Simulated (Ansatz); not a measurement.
MgTe, 2 atoms in the cell. Symmetry: F-43m, No. 216, cubic system. The conventional cell has a = 6.464 Å, b = 6.464 Å, c = 6.464 Å, α = 90.00°, β = 90.00°, γ = 90.00°. Te (site symmetry -43m) is surrounded by 4 Mg at 2.80 Å. Mg (site symmetry -43m) has 4 Te at 2.80 Å as nearest neighbours. The cell comes from a database or a generator and needn't be the stable form of this composition.

* Program: Ansatz 0.2.0
* Task: band structure
* Functional: HSE06
* Potentials or basis: Ansatz PAW
* Cutoff: 420 eV (not typed: the program's choice for these potentials)
* k mesh: 6 × 6 × 6
* Occupations: fermi-dirac, width 0.05 eV
* Spin: no spin polarisation
* Path: [["G", "X", "W", "K", "G", "L", "U", "W", "L", "K"], ["U", "X"]]
* Points for each segment of the path: 4

Hardware: 1 × NVIDIA H100 80GB HBM3 with 2 threads of AMD EPYC 7R13 Processor (Zen 3), on a shared host.

Question: Estimate the wall time of this run.

Answer: It took 55 s on 1 × NVIDIA H100 80GB HBM3 with 2 threads of AMD EPYC 7R13 Processor (Zen 3), with other jobs on the host, peak memory 2.5 GiB. Counts: scf iterations 10, plane waves 1363, k points 16, bands 19.
